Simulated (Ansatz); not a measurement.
**InAs: single point with PBE**

**Experimental background.**

From a printed reference work, data compilation, for a bulk crystal of InAs at 4.2 K: band gap 0.418 eV (direct).

Crystal: InAs.

```
In As
1.0
     0.00000    3.01800    3.01800
     3.01800    0.00000    3.01800
     3.01800    3.01800    0.00000
In As
1 1
Direct
  0.00000 0.00000 0.00000
  0.75000 0.75000 0.75000
```

```yaml
Program: Ansatz 0.2.0
Task: single point
Functional: PBE
Potentials_or_basis: Ansatz PAW
Cutoff: "420 eV (not typed: the program's choice for these potentials)"
k_mesh: 8 × 8 × 8
Occupations: gaussian, width 0.021 eV
Spin: no spin polarisation
```

| Item | Value |
| --- | --- |
| Pressure | 4.3 GPa |
| Band gap on the k mesh | none (metal or under the smearing width) |

Levels at points of the mesh, in eV from the Fermi level:
```
             k point  band 10  band 11  band 12  band 13  band 14  band 15  band 16  band 17  band 18
  (0.00, 0.00, 0.00)   -14.28   -11.91    -0.18    -0.01    -0.01    -0.01     3.91     3.91     3.91
 (0.00, 0.00, -0.50)   -14.27   -10.42    -5.79    -1.00    -1.00     0.97     4.68     4.68     6.86
(0.00, -0.50, -0.50)   -14.25    -9.87    -5.86    -2.34    -2.34     1.54     2.06     9.21     9.31
```

Run time: 0.67 s on 2 threads of AMD EPYC 9R45 96-Core Processor (Zen 5), with other jobs on the host, peak memory 0.42 GiB.

Against the measured gap of InAs, 0.418 eV (direct; 4.2 K; a printed reference work, data compilation), the calculated 0.00 eV is off by -0.42 eV. Spin-orbit coupling on As, In is left out. The value is that of PBE on a finite k mesh, which can miss the band edges, without temperature or zero-point motion. Semilocal functionals fall short of measured gaps as a rule.

Caveat: this crystal is a semiconductor, whose small gap the functional closes, so the metal is an error of the method.
